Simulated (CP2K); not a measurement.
Pt:

```
Pt
1.0
     2.74346    0.00000    0.00000
    -0.91281    2.60623    0.00000
    -0.91209   -1.27385    2.22409
Pt
1
Direct
  0.00000 0.00000 0.00000
```

This isn't the form of Pt at room conditions, which is fcc.

Base run:

| Quantity | Value |
| --- | --- |
| Program | CP2K 2026.2 |
| Functional | PBEsol |
| Potentials or basis | POTENTIAL_UZH Pt GTH-PBE-q18; TZVP-MOLOPT-PBE-GTH basis |
| Density cutoff | 9184 eV |
| k mesh | 12 × 12 × 12 |
| Occupations | fermi-dirac, width 0.05 eV |
| Spin | no spin polarisation |

Its results: band gap on the k mesh none (metal or under the smearing width); pressure -10.8 GPa.

Task: The run is repeated on the same cell with these changes: functional from PBEsol to PBE. What comes out?

Result: Band gap on the k mesh none (metal or under the smearing width); pressure -1.3 GPa.

PBE binds less tightly than PBEsol, so the same cell stands under more pressure.

Caveats: the basis of atomic orbitals isn't converged, which shifts pressures, moduli and gaps; the potentials were made for another functional, which shifts forces and pressure (some runs); spin-orbit coupling is left out, which moves the levels of the heavy elements (some runs).
